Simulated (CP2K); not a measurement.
Runs of CP2K 2026.2 on KI. The structure is cubic, space group Fm-3m (No. 225). Conventional cell: a = 7.066 Å, b = 7.066 Å, c = 7.066 Å, α = 90.00°, β = 90.00°, γ = 90.00°. I (site symmetry m-3m) is surrounded by 6 K at 3.53 Å. K (site symmetry m-3m) is surrounded by 6 I at 3.53 Å. 

| level | potentials or basis | spin | smearing | EPS_DEFAULT | k points reduced by the point group | NGRIDS | points a segment of the path (NPOINTS) | bands added on the path | gap on the mesh (eV) | pressure (GPa) |
| --- | --- | --- | --- | --- | --- | --- | --- | --- | --- | --- |
| LDA | GTH_POTENTIALS I GTH-PADE-q7, K GTH-PADE-q9; TZVP-MOLOPT-PBE-GTH basis | off | fermi-dirac 0.1 eV | 1.0E-10 | yes | 4 | 10 | 4 | (b) | -1.4 |
| PBE | GTH_SOC_POTENTIALS I GTH-PBE-q7, K GTH-PBE-q9; TZVP-MOLOPT-PBE-GTH basis | SOC, no magnetisation | fermi-dirac 0.05 eV | 1.0E-10 | - | 4 | 6 | 6 | - | (a) |
| PBE | POTENTIAL_UZH I GTH-PBE-q7, K GTH-PBE-q9; TZVP-MOLOPT-PBE-GTH basis | off | fermi-dirac 0.01 eV | 1.0E-9 | yes | 4 | 6 | 4 | 3.96 | 0.6 |
| PBEsol | POTENTIAL_UZH I GTH-PBE-q7, K GTH-PBE-q9; TZVP-MOLOPT-PBE-GTH basis | off | fermi-dirac 0.01 eV | 1.0E-9 | yes | 4 | 8 | 2 | 3.75 | -0.2 |
| r2SCAN | POTENTIAL_UZH I GTH-SCAN-q7, K GTH-SCAN-q9; TZVP-MOLOPT-SCAN-GTH basis | off | fermi-dirac 0.05 eV | 1.0E-9 | yes | 5 | 10 | 4 | 4.57 | 0.2 |
| TB-mBJ | POTENTIAL_UZH I GTH-PBE-q7, K GTH-PBE-q9; TZVP-MOLOPT-PBE-GTH basis | off | fermi-dirac 0.05 eV | 1.0E-9 | yes | 4 | 8 | 6 | (c) | - |

Alike in all rows: task band structure; cell as given; k mesh 7 × 7 × 7.

Q: Fill in the values left out.

A: (a) 0.5; (b) 3.65; (c) 4.45.

Caveats: the basis of atomic orbitals isn't converged, which shifts pressures, moduli and gaps; spin-orbit coupling is left out, which moves the levels of the heavy elements (some runs); the potentials were made for another functional, which shifts forces and pressure (some runs); this is a model potential without an energy functional, so only levels have meaning (some runs).

A k mesh can miss the band edges, and rows without SOC leave out spin-orbit coupling on I.
